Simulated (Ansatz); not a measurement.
# Hg (diamond type): the cost of one run

Method: DFT PBE, with the methods named in each step, in Ansatz 0.2.0.

**1. The system as given**

The structure is cubic, space group Fd-3m (No. 227). The conventional cell has a = 7.672 Å, b = 7.672 Å, c = 7.672 Å, α = 90.00°, β = 90.00°, γ = 90.00°. Hg (site symmetry -43m) is surrounded by 4 Hg at 3.32 Å.

As a file:

```cif
data_structure
_symmetry_space_group_name_H-M 'Fd-3m:1'
_symmetry_Int_Tables_number 227
_cell_length_a 7.6722
_cell_length_b 7.6722
_cell_length_c 7.6722
_cell_angle_alpha 90.000
_cell_angle_beta 90.000
_cell_angle_gamma 90.000
_cell_volume 451.60
loop_
_atom_site_label
_atom_site_type_symbol
_atom_site_symmetry_multiplicity
_atom_site_Wyckoff_symbol
_atom_site_fract_x
_atom_site_fract_y
_atom_site_fract_z
_atom_site_occupancy
Hg1 Hg 8 b 0.00000 0.50000 0.00000 1
```

The file gives the conventional cell by its symmetry; the runs use the cell typed in the input.

Whether this phase is the stable one at these pressures isn't tested.

Atoms are numbered in the order of the input: Hg1, Hg2.

**2. The reference volume, LAPW**

Contents of input.yaml:

```yaml
crystal:
  lattice:
    - [0.0, 3.8360860183, 3.8360860183]
    - [3.8360860183, 0.0, 3.8360860183]
    - [3.8360860183, 3.8360860183, 0.0]
  atoms:
    - { symbol: Hg, position: [-0.125, -0.125, -0.125] }
    - { symbol: Hg, position: [0.125, 0.125, 0.125] }
kpoints:
  mp_grid: { grid: [11, 11, 11] }
  band_path:
    path:
      - [0.0, 0.0, 0.0]
      - [0.5, 0.0, 0.5]
      - [0.625, 0.25, 0.625]
      - [0.375, 0.375, 0.75]
      - [0.0, 0.0, 0.0]
      - [0.5, 0.5, 0.5]
      - [0.5, 0.25, 0.75]
      - [0.5, 0.0, 0.5]
    npoints: 14
scf:
  occupations: { method: fermi_dirac, width: 0.05 }
hamiltonian:
  xc: pbe
  pseudopotentials: { kind: all_electron, lapw: { basis_error: 0.001 } }
output:
  forces: true
  stress: true
  eigenvalues: true
  populations: true
  dos: { projected: true, de: 0.2, e_range: [-14, 8] }
```

Command:

```bash
ansatz run input.yaml --threads 1 --pin off --max-ram 2048MiB --backend cpu --events-out ev --progress --plain --runs-dir out
```

Q: Estimate wall time and peak memory on 1 thread of AMD EPYC 7R43 (Zen 3), shared host.

About 38 s, with a peak of 0.44 GiB.
